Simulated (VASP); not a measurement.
The system is BaTiO3.

```
CELL_PARAMETERS angstrom
3.99980 0.00000 0.00000
0.00000 3.99980 0.00000
0.00000 0.00000 4.01800
ATOMIC_POSITIONS crystal
Ba 0.00000 0.00000 0.00000
Ti 0.50000 0.50000 0.49000
O 0.50000 0.50000 0.01900
O 0.50000 0.00000 0.51700
O 0.00000 0.50000 0.51700
```

* Program: VASP 6.6.1
* Task: relaxation of cell and atoms
* Functional: PBE
* Dispersion: D3(BJ)
* Potentials or basis: VASP PAW PBE potentials, release 64 (Ba_sv, Ti_sv, O)
* Cutoff: 600 eV
* k mesh: 8 × 8 × 8
* Occupations: gaussian, width 0.03 eV
* Spin: no spin polarisation

At the start: pressure 0.7 GPa; volume 12.86 Å³/atom.

Where does the relaxation end?

Over 14 steps the energy falls by 3.1 meV/atom and the volume is 13.06 Å³/atom (+1.6 %); space group P4mm (No. 99, to 0.05 Å).

Step by step:
```csv
step,energy change (eV),largest force (eV/Å),pressure (GPa),volume (Å³)
1,0.0000,0.2780,0.68,64.28
2,-0.0062,0.1914,-0.36,64.79
3,-0.0075,0.1781,-1.05,65.18
4,-0.0108,0.0999,-0.15,64.97
5,-0.0110,0.0996,0.14,64.91
6,-0.0126,0.0781,0.19,64.93
7,-0.0137,0.0745,0.26,64.96
8,-0.0137,0.1144,0.42,65.01
9,-0.0141,0.0843,0.33,64.98
10,-0.0150,0.0669,-0.15,65.26
11,-0.0150,0.0640,-0.31,65.35
12,-0.0154,0.0681,0.09,65.27
13,-0.0154,0.0544,0.02,65.29
14,-0.0156,0.0039,0.01,65.28
```

Final structure:
```yaml
crystal:
  lattice:
    - [3.98487, 0.00000, 0.00000]
    - [0.00000, 3.98487, 0.00000]
    - [0.00000, 0.00000, 4.11112]
  atoms:
    - { symbol: Ba, position: [0.00000, 0.00000, 0.99698] }
    - { symbol: Ti, position: [0.50000, 0.50000, 0.47885] }
    - { symbol: O, position: [0.50000, 0.50000, 0.03212] }
    - { symbol: O, position: [0.50000, 0.00000, 0.51753] }
    - { symbol: O, position: [0.00000, 0.50000, 0.51753] }
```
